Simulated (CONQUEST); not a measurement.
## GaSb under changes of volume

One of the cells (28.625 Å³/atom); the others are scaled copies at fixed shape and fractional positions:

```
Sb Ga
1.0
     4.32608    0.00000    0.00000
     0.00000    4.32608    0.00000
     0.00000    0.00000    6.11800
Sb Ga
2 2
Direct
  0.00000 0.50000 0.25000
  0.50000 0.00000 0.75000
  0.00000 0.00000 0.00000
  0.50000 0.50000 0.50000
```

```yaml
Program: CONQUEST 1.3
Functional: PBE
Potentials_or_basis: PseudoDojo NC PBE, DZ, grid of 48 × 48 × 60 points
k_mesh: 6 × 6 × 5
Occupations: fermi-dirac, width 0.05 eV
Spin: no spin polarisation
```

```csv
volume (Å³/atom),energy over the lowest point (meV/atom),pressure (GPa),gap on the mesh (eV)
26.907,60.50,6.7,0.46
27.480,38.81,5.3,0.30
28.052,22.87,3.7,0.14
28.625,11.86,2.6,none
29.197,?,?,?
29.770,0.15,0.5,none
30.342,0.00,-0.4,none
```

Question: What does the run at 29.197 Å³/atom give?

Answer: Energy over the lowest point 4.15 meV/atom; pressure 1.6 GPa; gap on the mesh none.

Worked out: A Birch-Murnaghan fit of order 3 (a polynomial in V^(-2/3)) to the other rows has its minimum at 30.17 Å³/atom with B0 = V·E''(V) = 42 GPa and B' = 6.0. It gives 4.20 meV/atom at 29.197 Å³/atom, against the run's 4.15, and -dE/dV = 1.5 GPa, against 1.6.

Energies are extrapolated to zero smearing.

Caveats: the atomic basis is small; the basis of atomic orbitals isn't converged, which shifts pressures, moduli and gaps; the real-space grid breaks the cell's symmetry a little (some runs); spin-orbit coupling is left out, which moves the levels of the heavy elements (some runs); an odd mesh through Γ misses points on the zone boundary, where band edges often lie (some runs).

A gap of «none» marks a metal or a gap under the smearing width.
